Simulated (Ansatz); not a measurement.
# TaN: the cost of one run

Computed with Ansatz 0.2.0 (DFT PBE, scalar-relativistic, plane waves, PAW, unless a step's input says otherwise).

2 further runs of the same task are left out: 2 set aside as unsound or not needed.

**1. The structure to begin with**

It takes space group Fm-3m (No. 225, cubic). The conventional cell has a = 4.417 Å, b = 4.417 Å, c = 4.417 Å, α = 90.00°, β = 90.00°, γ = 90.00°. Ta (site symmetry m-3m) is surrounded by 6 N at 2.21 Å. N (site symmetry m-3m) is surrounded by 6 Ta at 2.21 Å.

Structure file:

```cif
data_structure
_symmetry_space_group_name_H-M 'Fm-3m'
_symmetry_Int_Tables_number 225
_cell_length_a 4.4173
_cell_length_b 4.4173
_cell_length_c 4.4173
_cell_angle_alpha 90.000
_cell_angle_beta 90.000
_cell_angle_gamma 90.000
_cell_volume 86.19
loop_
_atom_site_label
_atom_site_type_symbol
_atom_site_symmetry_multiplicity
_atom_site_Wyckoff_symbol
_atom_site_fract_x
_atom_site_fract_y
_atom_site_fract_z
_atom_site_occupancy
Ta1 Ta 4 b 0.50000 0.00000 0.00000 1
N1 N 4 a 0.00000 0.00000 0.00000 1
```

This cell was relaxed beforehand with the same method: volume 10.77 Å³/atom, gap on the mesh none (metal).

**2. Electronic structure at the relaxed geometry**

input.yaml

```yaml
crystal:
  lattice:
    - [0.0, 2.179, 2.179]
    - [2.179, 0.0, 2.179]
    - [2.179, 2.179, 0.0]
  atoms:
    - { symbol: Ta, position: [0.5, 0.5, 0.5], spin: 1.0 }
    - { symbol: "N", position: [0.0, 0.0, 0.0] }
basis:
  ecutwfc: 420
kpoints:
  mp_grid: { grid: [8, 8, 8] }
hamiltonian:
  xc: pbe
scf:
  occupations: { method: gaussian, width: 0.1 }
  lower_state_search: "off"
output:
  forces: true
  stress: true
  eigenvalues: true
  populations: true
magnetization:
  spin_polarized: true
```

Run with:

```
$ ansatz run input.yaml --threads 1 --pin off --max-ram 2560MiB --backend cpu --events-out ev --progress --plain --runs-dir out
```

**Question.** How long does this run take on 1 thread of Intel Xeon 6975P-C (Granite Rapids), shared host, and how much memory does it need?

About 1.3 s, with a peak of 0.3 GiB.
